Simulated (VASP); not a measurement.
A run of VASP 6.6.1 is set up as follows.

File INCAR:

```
SYSTEM = Be8Te7
  PREC = Accurate
  ENCUT = 520
  EDIFF = 1E-7
  ISMEAR = 1
  SIGMA = 0.0951
  LREAL = .False.
  LASPH = .True.
  NELM = 60
  ALGO = Normal
  ISIF = 2
  LWAVE = .False.
  LCHARG = .True.
  GGA = CA
  LELF = .True.
  LVHAR = .True.
  NBANDS = 42
```

The input KPOINTS:

```
regular mesh
0
Gamma
  2 2 2
  0 0 0
```

The input POSCAR:

```
Be8Te7
1.0
    0.0000000000      5.5863817200      5.5863817200
    5.5863817200      0.0000000000      5.5863817200
    5.5863817200      5.5863817200      0.0000000000
Be Te
8 7
Direct
    0.1594742437     -0.0466917610     -0.0519506211
    0.0114156181     -0.0161788085      0.5124916526
    0.0002434492      0.4841113865     -0.0044422313
   -0.0074856145      0.5126650207      0.4936697201
    0.4584928364     -0.0957854344     -0.0404061182
    0.4469143222     -0.0467232662      0.6606063074
    0.4290232247      0.6594526985     -0.0698261450
    0.4944875124      0.4840587585      0.5013160826
    0.1472570335      0.1131163303      0.1424947381
    0.1177151031      0.1423827694      0.6188573702
    0.0895218990      0.6379314337      0.1229753952
    0.1252890574      0.6155665102      0.6263588268
    0.6320315505      0.5469628918      0.1331189914
    0.6414142784      0.1130685355      0.6483248338
    0.6218221694      0.6378778212      0.5906925386
```

Potentials or basis: VASP PAW LDA potentials, release 64 (Be, Te).

Run with:

```console
$ cat potpaw_LDA.64/Be/POTCAR potpaw_LDA.64/Te/POTCAR > POTCAR
$ mpirun -np 1 vasp_std > vasp.out
```

(1) Estimate the largest force.

(2) Predict the pressure.

(3) Estimate the band gap on the k mesh.

## Answers

(1) 0.189 eV/Å.

(2) 0.7 GPa.

(3) 2.21 eV, indirect (least direct gap 2.36 eV).

Caveat: the k mesh is coarse (spacing up to 0.49 Å⁻¹), so the values aren't converged; spin-orbit coupling is left out, which moves the levels of the heavy elements.
